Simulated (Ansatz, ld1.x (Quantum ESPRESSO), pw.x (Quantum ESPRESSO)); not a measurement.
# Pt: does the TM potential hold in the solid?

| Quantity | Value |
| --- | --- |
| Element | platinum (Pt) |
| Generator | ld1.x (Quantum ESPRESSO) 7.5 |
| Type | norm-conserving Troullier–Martins (Kleinman–Bylander form) |
| Functional | PBE |
| Relativity | scalar-relativistic |
| Frozen core | [Xe] 4f14 |
| Valence charge | 10 |
| Reference configuration | 5d9 6s0.5 6p0.5 |
| Partial waves | 6p (bound): rc 2.45 bohr; 5d (bound): rc 2.15 bohr; 6s (bound): rc 1.95 bohr |
| Local potential | the s channel |
| Core correction | none |

Atomic tests: cutoffs needed: 40 Ry and 55 Ry (the cutoffs (Ry, on a coarse ladder) from which the occupation-weighted sum of valence levels, in a spherical-Bessel basis at the reference potential, stays within 10 and 1 mRy of its value at 400 Ry); ghost test: no extra level below or beside the all-electron valence levels (p, d, s, f tested) (spherical-Bessel basis up to 400 Ry, 20 bohr box); largest excitation error: -36 meV (all-electron minus pseudo) for 5d8 6s2 6p0, out of 7 test configurations.

Crystal test: sc Pt in pw.x 7.5, no spin, 12³ k-points, Fermi–Dirac smearing 0.01 Ry, cutoffs 70/280 Ry. The reference is all-electron LAPW (Ansatz 0.2.0) with the same functional, mesh and smearing; V0 and B0 come from Birch–Murnaghan fits to the pressures at five volumes. Errors are pseudo minus all-electron; Δ is the rms difference of the E(V) curves that follow from these fits, minima aligned, over ±6 % about the mean V0. Mesh and smearing are coarse, so the numbers serve the comparison and aren't converged zero-temperature values; the lattice is a test structure that the element need not adopt.

```tsv
V (Å³/atom)	P all-electron (GPa)	P pseudo (GPa)
17.283	9.80	16.68
17.738	4.08	10.19
18.193	-0.80	4.64
18.648	-4.96	-0.10
19.103	-8.49	-4.14
```

All-electron: a0 = 2.626 Å (V0 = 18.11 Å³/atom), B0 = 184.3 GPa.

Pseudopotential: mean pressure error (GPa): +5.53; a0 (Å): 2.651; a0 error (%): +0.96; B0 error (%): -2.4; Δ (meV/atom): 21.1. This is a poor potential for the solid.

At the middle volume, how do free energy and pressure move when the wave cutoff is lowered (ecutrho kept at four times it)?

```
cutoff (Ry)  shift of F (meV/atom)  shift of P (GPa)
         32                 +747.8            -42.83
         42                  +26.6             -1.64
         56                  +10.3             -0.11
```

The run at the middle volume (84 k-points, 7 iterations) took about 8.9 s on one core of a shared host (Intel(R) Xeon(R) Platinum 8488C, 192 threads, 744 GiB, load 70).
